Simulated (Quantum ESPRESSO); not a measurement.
Crystal: SnTe.

```
Te Sn
1.0
     0.00000    3.61115    3.61115
     3.61115    0.00000    3.61115
     3.61115    3.61115    0.00000
Te Sn
1 1
Cartesian
  1.8056 1.8056 1.8056
  0.0000 0.0000 0.0000
```

Measurements of this composition are mostly on another form, of space group No. 225.

```yaml
Program: Quantum ESPRESSO 7.5
Task: phonons
Functional: PBEsol
Potentials_or_basis: GBRV 1.5 PBEsol
Cutoff: 925 eV
Density_cutoff: 7401 eV
k_mesh: 6 × 6 × 6, shifted
Occupations: fermi-dirac, width 0.05 eV
Spin: no spin polarisation
Mixing_beta: 0.5
Most_SCF_iterations: 120
SCF_threshold: 4e-10 Ry
```

The cell and the atoms were relaxed first, to 44.12 Å³/atom (a = 4.997 Å, b = 4.997 Å, c = 4.997 Å, α = 60.00°, β = 60.00°, γ = 60.00°), and the response was taken there.

The first run showed a gap, so the response started from a second, tighter run with fixed occupations.

The run gives a transverse optical frequency of 110 cm⁻¹, an electronic dielectric constant of 15.12 and Born charges of ±2.20 e.

Q: What are the longitudinal frequency and the static dielectric constant?

A: The longitudinal mode lies at 123 cm⁻¹, 13 cm⁻¹ over the transverse one, and the static constant is 18.70. The two agree with the Lyddane-Sachs-Teller relation: (123/110)² = 1.25 and 18.70/15.12 = 1.24.

Caveat: the mesh is thin for the dielectric tensor, Born charges and intensities, which usually come out too large; the gap on the mesh is small and may close between mesh points, in which case fixed occupations spoil the response.
